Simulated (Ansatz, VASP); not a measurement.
Given: the input of a run of VASP 6.6.1 on BaTiO3.

File INCAR:

```
SYSTEM = BaTiO3
ALGO = Normal ; EDIFF = 1E-6
EDIFFG = -0.01 ; ENCUT = 600
GGA = PE ; IBRION = 2
ISIF = 3 ; ISMEAR = -1
LASPH = .TRUE. ; LCHARG = .FALSE.
LREAL = .FALSE. ; LWAVE = .FALSE.
NELM = 100 ; NSW = 40
PREC = Accurate ; SIGMA = 0.05
```

File KPOINTS:

```
k-points
0
G
  7 7 7
  0 0 0
```

POSCAR

```
BaTiO3
1.0
    3.9998000000      0.0000000000      0.0000000000
    0.0000000000      3.9998000000      0.0000000000
    0.0000000000      0.0000000000      4.0180000000
Ba Ti O
1 1 3
Direct
    0.0000000000      0.0000000000      0.0000000000
    0.5000000000      0.5000000000      0.4900000000
    0.0000000000      0.5000000000      0.5170000000
    0.5000000000      0.0000000000      0.5170000000
    0.5000000000      0.5000000000      0.0190000000
```

Potentials or basis: VASP PAW PBE potentials, release 64 (Ba_sv, Ti_sv, O).

Run with:

```sh
$ cat potpaw_PBE.64/Ba_sv/POTCAR potpaw_PBE.64/Ti_sv/POTCAR potpaw_PBE.64/O/POTCAR > POTCAR
$ mpirun -np 1 vasp_std > vasp.out
```

**Question.** Set up the same calculation for Ansatz 0.2.0. Potentials there: Ansatz PAW.

**Answer.** As run (the cutoff follows the program's own potentials):

File input.yaml:

```yaml
crystal:
  lattice:
    - [3.9998, 0.0, 0.0]
    - [0.0, 3.9998, 0.0]
    - [0.0, 0.0, 4.018]
  atoms:
    - { symbol: Ba, position: [0.0, 0.0, 0.0] }
    - { symbol: Ti, position: [0.5, 0.5, 0.49] }
    - { symbol: O, position: [0.0, 0.5, 0.517] }
    - { symbol: O, position: [0.5, 0.0, 0.517] }
    - { symbol: O, position: [0.5, 0.5, 0.019] }
hamiltonian:
  xc: pbe
  pseudopotentials: { kind: paw }
kpoints:
  mp_grid: { grid: [7, 7, 7] }
scf:
  occupations: { method: fermi_dirac, width: 0.05 }
output:
  forces: true
  stress: true
relax:
  f_tol: 0.01
  max_steps: 40
  cell: { stress_tol: 0.05 }
```

Potentials or basis: Ansatz PAW.

Command:

```bash
$ ansatz run input.yaml --threads 2 --pin off --max-ram 5632MiB --backend cpu --events-out ev --progress --plain --runs-dir out
```

Both were run:

|  | VASP | Ansatz | Ansatz less VASP |
| --- | --- | --- | --- |
| relaxed volume (Å³/atom) | 13.49 | 13.34 | -0.151 |
| relaxed cell length with the largest relative difference (Å) | 4.224 | 4.198 | -0.0263 |
| energy change over the relaxation (meV/atom) | -11 | -8 | +3.0 |

Caveats: the plane-wave basis is chosen anew once the cell has moved, so the energies of steps on either side of that aren't comparable (Ansatz); the pressure holds a Pulay correction of +0.5 GPa for the finite cutoff (Ansatz). Zero-point motion and thermal expansion aren't in these numbers. PBE usually gives volumes a little too large and moduli too small.
